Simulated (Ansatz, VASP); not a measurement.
Two plane-wave programs on Au

```xyz
2
Lattice="3.3145 0.0000 0.0000 0.0000 3.3145 0.0000 0.0000 0.0000 16.0000" Properties=species:S:1:pos:R:3 pbc="T T T"
Au    0.0000    1.6573    7.1714
Au    1.6573    0.0000    8.8286
```

Alike in both runs: task single point; functional PBE; k mesh 6 × 6 × 1; occupations gaussian, width 0.1 eV; no spin polarisation.

|  | VASP | Ansatz |
| --- | --- | --- |
| version | VASP 6.6.1 | Ansatz 0.2.0 |
| potentials or method | VASP PAW PBE potentials, release 64 (Au) | scalar-relativistic, plane waves, PAW |
| plane-wave cutoff (eV) | 520 | 420 |
| valence electrons in the cell | 22 | 38 |

Ansatz gave:

- gap on the k mesh at the Fermi level (eV): none
- rms of the force components (eV/Å): 0.442

Q: What did VASP give for the same quantities?

A: gap on the k mesh at the Fermi level (eV): none; rms of the force components (eV/Å): 0.445.

Atom by atom the forces differ by 0.003 eV/Å (rms over components). A gap of «none» marks a metal or a gap that the smearing closes. The two sets of potentials don't hold the same shells in valence. Ansatz warned: «slab_cell_height_set».

Spin-orbit coupling is left out, which matters for the levels of Au.
